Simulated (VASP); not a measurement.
# A few sheets of WS2: relaxation and electronic structure, part 2 of 3

How does a few sheets of WS2 behave as a surface?

VASP 6.6.1; PBE with D3(BJ), no spin polarisation; plane waves and PAW (S, W).

So far. Step 2 (Surface relaxation): The run ended after 21 ionic steps, 0.008 eV below its first step, once the forces on the free atoms met EDIFFG = -0.03.

## (3) Vacuum level and density of states

A static run writes the electrostatic potential without exchange and correlation (LVHAR), which is flat in the vacuum and gives the level to count from. The dipole correction cancels the field that unlike faces would set up across the vacuum.

The input, INCAR:

```
SYSTEM = WS2
PREC = Normal
ENCUT = 300
EDIFF = 1E-06
NELM = 120
ISMEAR = 0
SIGMA = 0.05
LREAL = .FALSE.
ALGO = Fast
GGA = PE
IVDW = 12
NBANDS = 34
LASPH = .TRUE.
LORBIT = 11
LWAVE = .TRUE.
LCHARG = .TRUE.
IDIPOL = 3
LDIPOL = .TRUE.
DIPOL = 0.5 0.5 0.5
LVHAR = .TRUE.
LVACPOTAV = .TRUE.
LELF = .TRUE.
NEDOS = 1500
```

The input, POSCAR:

```
WS2
1.0
    3.1800000000      0.0000000000      0.0000000000
   -1.5900000000      2.7539607840      0.0000000000
    0.0000000000      0.0000000000     24.3750000000
S W
4 2
Direct
    0.3333333330      0.6666666670      0.6878768402
    0.3333333330      0.6666666670      0.5595938549
    0.6666666670      0.3333333330      0.4404061451
    0.6666666670      0.3333333330      0.3121231598
    0.6666666670      0.3333333330      0.6236784165
    0.3333333330      0.6666666670      0.3763215835
```

The input, KPOINTS:

```
Automatic mesh
0
Gamma
9 9 1
0 0 0
```

The input, KPOINTS_OPT:

```
Line mode
14
Line-mode
Reciprocal
  0.00000000   0.00000000   0.00000000 GAMMA
  0.50000000   0.00000000   0.00000000 M

  0.50000000   0.00000000   0.00000000 M
  0.33333333   0.33333333   0.00000000 K

  0.33333333   0.33333333   0.00000000 K
  0.00000000   0.00000000   0.00000000 GAMMA
```

The projector-augmented-wave data sets are S and W (PBE family, release 64).

Started as:

```sh
> mpirun -np 2 vasp_std
```

The log of the run:

```text
[banner, memory and clock lines left out]
running    2 mpi-ranks, on    1 nodes
 distrk:  each k-point on    2 cores,    1 groups
 distr:  one band on    1 cores,    2 groups

 POSCAR found type information on POSCAR S W
 POSCAR found :  2 types and       6 ions
 LDA part: xc-table for (Slater+PW92), standard interpolation
 POSCAR, INCAR and KPOINTS ok, starting setup
 FFT: planning ... GRIDC
 FFT: planning ... GRID_SOFT
 FFT: planning ... GRID
 WAVECAR not read
 entering main loop
       N       E                     dE             d eps       ncg     rms          rms(c)
DAV:   1     0.165248969881E+03    0.16525E+03   -0.10427E+04   816   0.556E+02
DAV:   2    -0.329105263106E+02   -0.19816E+03   -0.18709E+03  1076   0.163E+02
DAV:   3    -0.498459099137E+02   -0.16935E+02   -0.16655E+02  1024   0.500E+01
DAV:   4    -0.502430761393E+02   -0.39717E+00   -0.39645E+00  1096   0.864E+00
DAV:   5    -0.502541193056E+02   -0.11043E-01   -0.11041E-01  1080   0.138E+00    0.418E+01
RMM:   6    -0.477024864807E+02    0.25516E+01   -0.51916E+00   893   0.751E+00    0.177E+01
RMM:   7    -0.473659467926E+02    0.33654E+00   -0.14667E+00   893   0.469E+00    0.962E+00
RMM:   8    -0.473562165321E+02    0.97303E-02   -0.65467E-01  1010   0.305E+00    0.192E+00
RMM:   9    -0.473338207503E+02    0.22396E-01   -0.93793E-02   986   0.172E+00    0.191E+00
RMM:  10    -0.473349574551E+02   -0.11367E-02   -0.18922E-02  1031   0.523E-01    0.139E+00
RMM:  11    -0.473350638517E+02   -0.10640E-03   -0.33958E-03  1068   0.255E-01    0.798E-01
RMM:  12    -0.473350879486E+02   -0.24097E-04   -0.10891E-03  1047   0.119E-01    0.411E-01
RMM:  13    -0.473350563348E+02    0.31614E-04   -0.26921E-04  1021   0.702E-02    0.272E-01
RMM:  14    -0.473351200356E+02   -0.63701E-04   -0.15602E-04  1029   0.468E-02    0.620E-02
RMM:  15    -0.473351547880E+02   -0.34752E-04   -0.38779E-05  1075   0.264E-02    0.154E-02
RMM:  16    -0.473352179824E+02   -0.63194E-04   -0.19605E-05  1040   0.144E-02    0.279E-02
RMM:  17    -0.473352454405E+02   -0.27458E-04   -0.87727E-06   985   0.915E-03    0.358E-02
RMM:  18    -0.473352609753E+02   -0.15535E-04   -0.21704E-06   849   0.462E-03    0.259E-02
RMM:  19    -0.473352792828E+02   -0.18307E-04   -0.14782E-06   850   0.371E-03    0.325E-03
RMM:  20    -0.473352918604E+02   -0.12578E-04   -0.42002E-07   754   0.246E-03    0.493E-03
RMM:  21    -0.473353005092E+02   -0.86488E-05   -0.26451E-07   771   0.148E-03    0.809E-03
RMM:  22    -0.473353021908E+02   -0.16815E-05   -0.41133E-08   495   0.755E-04    0.610E-03
RMM:  23    -0.473353032437E+02   -0.10529E-05   -0.50377E-08   531   0.835E-04    0.271E-03
RMM:  24    -0.473353033170E+02   -0.73322E-07   -0.87785E-09   423   0.727E-04
|                                                                             |
|           W    W    AA    RRRRR   N    N  II  N    N   GGGG   !!!           |
|           W    W   A  A   R    R  NN   N  II  NN   N  G    G  !!!           |
|           W    W  A    A  R    R  N N  N  II  N N  N  G       !!!           |
|           W WW W  AAAAAA  RRRRR   N  N N  II  N  N N  G  GGG   !            |
|           WW  WW  A    A  R   R   N   NN  II  N   NN  G    G                |
|           W    W  A    A  R    R  N    N  II  N    N   GGGG   !!!           |
|                                                                             |
|     Did not find any points to average over, which means that no vacuum     |
|     field-free region was found. Please increase the size of  your cell     |
|     in the dimension of the dipole correction to obtain accurate            |
|     workfunction values.                                                    |
|                                                                             |

   1 F= -.49535364E+02 E0= -.49535364E+02  d E =-.875995E-11
 Start KPOINTS_OPT (optional k-point list driver)
k-point batch [1-12\42]
       N       E                     dE             ncg
DAV:   1     0.261566679223E+03   -0.39951E+04      824
DAV:   2    -0.204434636455E+04   -0.23059E+04     1082
DAV:   3    -0.225873307265E+04   -0.21439E+03      974
DAV:   4    -0.226389421251E+04   -0.51611E+01     1038
DAV:   5    -0.226404016623E+04   -0.14595E+00     1084
DAV:   6    -0.226404506726E+04   -0.49010E-02     1096
DAV:   7    -0.226404522603E+04   -0.15877E-03     1068
DAV:   8    -0.226404523386E+04   -0.78261E-05     1008
DAV:   9    -0.226404523415E+04   -0.28733E-06      630
[...]
k-point batch [37-42\42]
       N       E                     dE             ncg
DAV:   1     0.504566576303E+04   -0.48147E+03      408
DAV:   2     0.385173393646E+04   -0.11939E+04      554
DAV:   3     0.373751454742E+04   -0.11422E+03      512
DAV:   4     0.373489768654E+04   -0.26169E+01      528
DAV:   5     0.373483417249E+04   -0.63514E-01      542
DAV:   6     0.373483205322E+04   -0.21193E-02      544
DAV:   7     0.373483198641E+04   -0.66811E-04      552
DAV:   8     0.373483198328E+04   -0.31303E-05      432
DAV:   9     0.373483198314E+04   -0.14348E-06      304
 writing wavefunctions
```

Elapsed: 66 s, on 2 MPI ranks of AMD EPYC 7R43, shared host; peak memory 0.28 GiB; 2.2 min of CPU time.

OUTCAR, selected parts (step 3):

```text
The static configuration has the point symmetry D_3d.

 Found     12 irreducible k-points:

   k-points           NKPTS =     12   k-points in BZ     NKDIM =     12   number of bands    NBANDS=     34

   NELECT =      36.0000    total number of electrons

 dipolmoment           0.000000      0.000000      0.000000 electrons x Angstroem

 E-fermi :   0.7257

 k-point     1 :       0.0000    0.0000    0.0000
  band No.  band energies     occupation
    ...
     14      -1.6079      2.00000
     15      -1.6079      2.00000
     16      -1.4786      2.00000
     17      -0.2137      2.00000
     18       0.5165      2.00000
     19       2.8835      0.00000
     20       2.8835      0.00000
     21       2.9002      0.00000
     22       2.9002      0.00000
     23       3.0100      0.00000
    ...

 k-point     2 :       0.1111    0.0000    0.0000
  band No.  band energies     occupation
    ...
     14      -1.9095      2.00000
     15      -1.5166      2.00000
     16      -1.1046      2.00000
     17      -0.2777      2.00000
     18       0.1822      2.00000
     19       2.6315      0.00000
     20       2.7249      0.00000
     21       2.7619      0.00000
     22       2.8087      0.00000
     23       2.9042      0.00000
    ...

 Edisp (eV)   -2.20006

  Total      -2.10196    -2.10196    -0.25396    -0.00000     0.00000     0.00000
  in kB     -15.77633   -15.77633    -1.90614    -0.00000     0.00000     0.00000
  external pressure =      -11.15 kB  Pullay stress =        0.00 kB

 POSITION                                       TOTAL-FORCE (eV/Angst)
 -----------------------------------------------------------------------------------
     -0.00000      1.83597     16.76700        -0.000000     -0.000000      0.013451
     -0.00000      1.83597     13.64010         0.000000     -0.000000     -0.010158
      1.59000      0.91799     10.73490        -0.000000      0.000000      0.010158
      1.59000      0.91799      7.60800        -0.000000      0.000000     -0.013451
      1.59000      0.91799     15.20216         0.000000      0.000000      0.018131
     -0.00000      1.83597      9.17284        -0.000000     -0.000000     -0.018131
 -----------------------------------------------------------------------------------
    total drift:                                0.000000     -0.000000     -0.000000

  FREE ENERGIE OF THE ION-ELECTRON SYSTEM (eV)
  ---------------------------------------------------
  free  energy   TOTEN  =       -49.5353638137 eV

  energy  without entropy=      -49.5353638137  energy(sigma->0) =      -49.53536381

 vacuum level on the upper side and lower side of the slab         5.712         5.712

 total charge
# of ion       s       p       d       tot
------------------------------------------
    1        1.359   2.365   0.000   3.723
    2        1.361   2.365   0.000   3.726
    3        1.361   2.365   0.000   3.726
    4        1.359   2.365   0.000   3.723
    5        0.564   0.708   4.306   5.578
    6        0.564   0.708   4.306   5.578
--------------------------------------------------
tot          6.567  10.875   8.612  26.055

[... 6 parts as in an earlier step ...]

[... 6 further parts left out ...]
```

This step gave:

- electronic cycles: 24
- Fermi energy: 0.7257 eV
- least gap on mesh and path: 1.297 eV
- least direct gap on mesh and path: 1.760 eV
- vacuum levels: 5.712, 5.712 eV
- ionisation potentials of the upper and lower face: 5.196, 5.196 eV
- electron affinities of the upper and lower face: 3.898, 3.898 eV

The electronic bands at the labelled points (eV, zero at the valence-band top; v1 is the highest filled band, c1 the lowest empty one):

```tsv
point	v4	v3	v2	v1	c1	c2	c3	c4
Γ	-2.12	-2.00	-0.73	0.00	2.37	2.37	2.38	2.38
0.46 of the way	-2.27	-1.86	-1.28	-1.21	1.66	1.99	2.07	2.14
M	-1.85	-1.72	-1.51	-1.39	2.30	2.32	2.71	2.84
0.46 of the way	-2.77	-2.52	-1.06	-0.91	2.03	2.08	2.87	3.00
K	-2.84	-2.84	-0.58	-0.46	1.30	1.30	2.47	3.17
0.46 of the way	-1.96	-1.90	-1.41	-1.38	1.32	1.77	2.28	2.45
Γ	-2.12	-2.00	-0.73	0.00	2.37	2.37	2.38	2.38
```

Of the projections kept (S, W), the largest for each band there; the rest of the weight can lie on other orbitals:

```tsv
point	v4	v3	v2	v1	c1	c2	c3	c4
Γ	W 0.60	S 0.81	W 0.82	W 0.70	W 0.55	W 0.55	W 0.54	W 0.54
M	S 0.80	S 0.79	W 0.73	W 0.76	W 0.98	W 0.97	W 0.92	W 0.92
K	S 0.64	S 0.64	W 0.84	W 0.82	W 0.96	W 0.96	W 0.80	W 0.76
Γ	W 0.60	S 0.81	W 0.82	W 0.70	W 0.55	W 0.55	W 0.54	W 0.54
```

The density of states has structure finer than the step of the table below, so its rows give means over 1 eV, whole bins alone (the curve runs from -12.0 to 9.23 eV). Peaks (eV: height): total -3.9: 13.8, -2.7: 14.1, 2.2: 13.0, 2.5: 11.6; S s -5.0: 0.477, -4.7: 0.467, 2.5: 0.229, 7.1: 0.420; S p -4.7: 3.20, -3.9: 4.72, -2.7: 5.43, -2.5: 3.41; W s -6.4: 0.862, 5.7: 0.860, 6.1: 1.04, 7.1: 1.21; W p -2.7: 0.884, 7.2: 0.821, 8.0: 0.640, 9.1: 0.764.

Means over bins of 0.076 eV. The density of states by energy, zero at the valence-band top; means over each step; values in states/eV/cell:

```tsv
energy (eV)	total	S s	S p	W s	W p	W d
-8	0	0	0	0	0	0
-7	1.33	0.0319	0.386	0.185	0.0349	0.205
-6	4.33	0.0708	1.35	0.265	0.135	1.05
-5	4.92	0.216	1.56	0.261	0.209	1.14
-4	4.87	0.0501	1.78	0.0357	0.186	1.47
-3	4.95	0.0549	1.88	0.0330	0.237	1.42
-2	4.08	0.0498	1.78	0.0116	0.255	0.790
-1	3.26	0.0247	0.563	0.0265	0.0799	1.88
0	0.212	0.00500	0.0430	0.00457	0.00153	0.119
1	0.406	0.00478	0.0520	0.00936	0.00317	0.230
2	6.39	0.0696	1.10	0.0518	0.0691	3.74
3	5.39	0.0890	0.819	0.0483	0.0554	3.11
4	3.11	0.0790	0.736	0.00491	0.0161	1.44
5	1.78	0.0583	0.183	0.192	0.0247	0.411
6	3.24	0.0741	0.226	0.416	0.0923	0.168
7	3.91	0.123	0.303	0.339	0.181	0.171
8	3.57	0.0660	0.191	0.0615	0.273	0.200
```

The planar average of the electrostatic potential oscillates, so the rows of the table below give means over windows of 1 Å about each position, cut where the curve ends. Its maxima inside the range that stand out by 2 % of the span (Å: eV): 8.4: -6.44, 9.9: -6.38, 12.2: 3.94, 14.4: -6.38, 16.0: -6.44. Its minima: 7.7: -15.0, 9.1: -10.3, 10.7: -15.0, 13.7: -15.0, 15.2: -10.3, 16.7: -15.0.

Zero at the Fermi level. Table of planar average of the electrostatic potential by height; means over each step:

height (Å), planar average of the electrostatic potential (eV) and a bar from the least value:
```
        0        5.0 ##############################
        1        5.0 ##############################
        2        5.0 ##############################
        3        5.0 ##############################
        4        5.0 ##############################
        5        5.0 ##############################
        6        4.5 #############################
        7       -4.1 #############
        8      -10.9 #
        9       -9.2 ####
       10       -8.7 #####
       11       -9.9 ##
       12        3.2 ###########################
       13       -3.6 ##############
       14      -11.1 
       15       -9.2 ####
       16       -8.5 #####
       17      -10.3 ##
       18        3.4 ###########################
       19        4.9 ##############################
       20        5.0 ##############################
       21        5.0 ##############################
       22        5.0 ##############################
       23        5.0 ##############################
       24        5.0 ##############################
```

Density of states in the PAW spheres, an atom over height of the layer and energy from the Fermi level.

Ten even steps from '0' (0.00 states/eV) to '9' (1.45 states/eV), each cell a mean:
```
000000
000000
000000
010010
061160
191191
232232
333333
565565
363363
131131
363363
363363
242242
363363
232232
232232
252252
252252
121121
000000
000000
```
Columns: height of the layer (Å) from 7.6 to 16.8 (not evenly spaced); rows upwards: energy from the Fermi level (eV) from -7.9 to 0.5.

ELF in the ca plane at fractional y = 0.333, with atoms of S and W within 0.2 Å of it. It is the smooth field of the valence electrons, not physical close to the nuclei.

Values, 5 rows by 16 columns, each cell a mean:
```
0.00 0.00 0.00 0.00 0.01 0.34 0.82 0.79 0.52 0.47 0.79 0.72 0.12 0.39 0.18 0.14
0.00 0.00 0.00 0.00 0.02 0.52 0.92 0.56 0.52 0.48 0.55 0.86 0.09 0.19 0.10 0.06
0.00 0.00 0.00 0.02 0.01 0.38 0.81 0.79 0.51 0.46 0.78 0.70 0.14 0.42 0.20 0.16
0.00 0.00 0.00 0.00 0.00 0.07 0.23 0.43 0.25 0.24 0.42 0.19 0.39 0.71 0.44 0.38
0.00 0.00 0.00 0.00 0.00 0.11 0.24 0.43 0.26 0.24 0.43 0.19 0.38 0.72 0.44 0.39
```
Columns run along c (16.0 Å, from fractional 0.02 to 0.67 of the cell), rows up along a (3.2 Å). Atoms in or near the plane, at fractional coordinates: S at (0.44, 0.67), S at (0.31, 0.67), W at (0.62, 0.67).

Electrostatic potential energy in the ca plane at fractional y = 0.333, with atoms of S and W within 0.2 Å of it. With pseudopotentials it is smooth inside the atoms' cores, unlike the true potential.

Values in eV, 5 rows by 16 columns, each cell a mean:
```
  6   6   6   6   6   6  -4 -35  -5  -6 -35  -2   4   0 -18 -15
  6   6   6   6   6   5 -16 -68 -10 -13 -68 -12   5  -1 -26 -23
  6   6   6   6   6   6  -4 -36  -5  -6 -37  -2   4  -1 -18 -15
  6   6   6   6   6   6   4   0  -8  -7   0   4   2  -4  -3  -3
  6   6   6   6   6   6   4   0  -8  -7   1   4   2  -4  -3  -3
```
Columns run along c (16.0 Å, from fractional 0.02 to 0.67 of the cell; values clipped at the 3rd and 97th percentile), rows up along a (3.2 Å). Atoms in or near the plane, at fractional coordinates: S at (0.44, 0.67), S at (0.31, 0.67), W at (0.62, 0.67).

Valence density in the ca plane at fractional y = 0.333, with atoms of S and W within 0.2 Å of it. It is the smooth field of the valence electrons, not physical close to the nuclei.

Values in units of 1e-1 e/Å³, 5 rows by 16 columns, each cell a mean:
```
0.0 0.0 0.0 0.0 0.0 0.2 3.7 9.2 4.6 5.0 9.2 3.3 0.8 2.8 5.0 4.7
0.0 0.0 0.0 0.0 0.0 0.3 6.3 6.5 5.6 6.1 6.5 5.7 0.6 2.2 6.5 6.0
0.0 0.0 0.0 0.0 0.0 0.2 3.8 9.1 4.7 5.1 9.1 3.4 0.9 2.9 5.1 4.8
0.0 0.0 0.0 0.0 0.0 0.1 0.9 2.9 3.5 3.4 2.8 0.9 1.7 4.9 3.3 3.5
0.0 0.0 0.0 0.0 0.0 0.1 0.8 2.7 3.4 3.4 2.6 0.8 1.7 4.8 3.3 3.5
```
Columns run along c (16.0 Å, from fractional 0.02 to 0.67 of the cell), rows up along a (3.2 Å). Atoms in or near the plane, at fractional coordinates: S at (0.44, 0.67), S at (0.31, 0.67), W at (0.62, 0.67).

The density of states holds every band computed, so its fall toward the upper end of the range is no gap.

The map of layer states is cut here 0.5 eV above the Fermi level, so it leaves out the states above that.

The vacuum level lies 5.20 eV above the highest filled level at the upper face; both faces agree, as the slab has next to no dipole.

The program found no field-free point at its default tolerance, but its printed level agrees with the flat part of the planar average.

[end of part 2 of 3]

[Lines on the potential files, build, host, timing and source positions are cut from VASP's logs without a mark.]

[Logs are printed without paths, hosts, clocks, repeated set-up lines and the standing remarks that a program may print on its own settings, such as how far it seeks lower states.]

[Hosts, paths, dates, database ids (printed as entryN), source tags and the programs' standing remarks are cut or masked in the printed files.]

[In band tables of VASP the shares of atoms and orbitals are scaled to a sum of 1 inside the atoms' spheres.]

[Runs that stopped without an error message from VASP are left out.]
